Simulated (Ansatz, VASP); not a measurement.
Na in VASP and in Ansatz

File POSCAR:

```
Na
1.0
   -2.0888816270      2.0888816270      2.0888816270
    2.0888816270     -2.0888816270      2.0888816270
    2.0888816270      2.0888816270     -2.0888816270
Na
1
Direct
    0.0000000000      0.0000000000      0.0000000000
```

File INCAR.step1:

```
SYSTEM = Na
ALGO = Normal
EDIFF = 1E-4
ENCUT = 520
GGA = PE
ISMEAR = -1
LASPH = .TRUE.
LCHARG = .FALSE.
LREAL = .FALSE.
LWAVE = .TRUE.
NBANDS = 10
NELM = 60
PREC = Accurate
SIGMA = 0.03
```

The input INCAR.step2:

```
SYSTEM = Na
ALGO = Normal
EDIFF = 1E-8
ENCUT = 520
ISIF = 2
ISMEAR = -1
ISTART = 1
IVDW = 13
LASPH = .TRUE.
LCHARG = .FALSE.
LEFG = .TRUE.
LMIXTAU = .TRUE.
LREAL = .FALSE.
LWAVE = .FALSE.
METAGGA = R2SCAN
NBANDS = 10
NELM = 60
PREC = Accurate
SIGMA = 0.03
VDW_A1 = 0.51559235
VDW_A2 = 5.77342911
VDW_S6 = 1.0
VDW_S8 = 0.6018749
```

File KPOINTS:

```
k-points
0
G
  11 11 11
  0 0 0
```

Input for Ansatz:

```yaml
crystal:
  lattice:
    - [-2.088881627, 2.088881627, 2.088881627]
    - [2.088881627, -2.088881627, 2.088881627]
    - [2.088881627, 2.088881627, -2.088881627]
  atoms:
    - { symbol: Na, position: [0.0, 0.0, 0.0] }
kpoints:
  mp_grid: { grid: [11, 11, 11] }
scf:
  occupations: { method: fermi_dirac, width: 0.03 }
hamiltonian:
  xc: r2scan
  pseudopotentials: { kind: paw }
  dispersion: d4
output:
  forces: true
  stress: true
  eigenvalues: true
  efg: { contact_densities: true }
basis:
  ecutwfc: "600 eV"
```

Alike in both runs: task electric field gradients; functional r2SCAN; dispersion D4; k mesh 11 × 11 × 11; occupations fermi-dirac, width 0.03 eV; no spin polarisation.

|  | VASP | Ansatz |
| --- | --- | --- |
| version | VASP 6.6.1 | Ansatz 0.2.0 |
| potentials or method | VASP PAW PBE potentials, release 64 (Na_pv) | PAW with Ansatz's default frozen-core files, scalar-relativistic |
| plane-wave cutoff (eV) | 520 | 600 |
| valence electrons in the cell | 7 | 9 |

Ansatz gave:

```
gap on the k mesh at the Fermi level (eV) : none
pressure (GPa)                            : 0.2
dispersion energy (meV/atom)              : -4.6
```

Problem. Which values does VASP return?

Solution. gap on the k mesh at the Fermi level (eV): none; pressure (GPa): 0.3; dispersion energy (meV/atom): -4.6.

A gap of «none» marks a metal or a gap that the smearing closes. The two sets of potentials don't hold the same shells in valence.

Caveats: the PAW data sets were made with another functional, which shifts forces and pressure a little (VASP); pairwise dispersion overbinds metals, which lowers pressure and volume.
